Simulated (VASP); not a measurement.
Wanted: the native input for a VASP 6.6.1 run.

* Task: single point
* Functional: PBE
* Potentials or basis: VASP PAW PBE potentials, release 64 (Ta_pv, S)
* Cutoff: 520 eV
* k mesh: 9 × 9 × 5
* Occupations: gaussian, width 0.023 eV
* Spin: no spin polarisation
* Further INCAR settings: ALGO = Normal; EDIFF = 1e-06; NBANDS = 18

The structure of TaS2 lies in POSCAR:

```
TaS2
1.0
    3.3500000000      0.0000000000      0.0000000000
   -1.6750000000      2.9011851027      0.0000000000
    0.0000000000      0.0000000000      5.8600000000
Ta S
1 2
Direct
    0.0000000000      0.0000000000      0.0000000000
    0.6666666667      0.3333333333      0.7500000000
    0.3333333333      0.6666666667      0.2500000000
```

One way to write it, as run:

INCAR

```
SYSTEM = TaS2
ALGO = Normal
EDIFF = 1E-6
ENCUT = 520
GGA = PE
ISIF = 2
ISMEAR = 0
LASPH = .True.
LCHARG = .True.
LELF = .True.
LREAL = .False.
LVHAR = .True.
LWAVE = .False.
NBANDS = 18
NELM = 100
PREC = Accurate
SIGMA = 0.023
```

KPOINTS

```
k-points
0
Gamma
  9 9 5
  0 0 0
```

Potentials or basis: VASP PAW PBE potentials, release 64 (Ta_pv, S).

Launch:

```sh
$ cat potpaw_PBE.64/Ta_pv/POTCAR potpaw_PBE.64/S/POTCAR > POTCAR
$ mpirun -np 1 vasp_std > vasp.out
```

It gave:

```json
{"Pressure": "9.1 GPa", "Largest force": "1.261 eV/Å", "Band gap on the k mesh": "none (metal or under the smearing width)"}
```

Caveat: this functional lacks dispersion, which binds the layers, so the pressure and a relaxed spacing across them are unreliable; forces of over 1 eV/Å show positions far from the minimum, so gaps and moduli don't describe the material at rest.

Wall time 47 s on 1 thread of Intel(R) Xeon(R) Platinum 8488C (Sapphire Rapids), on a shared host, peak memory 0.21 GiB.
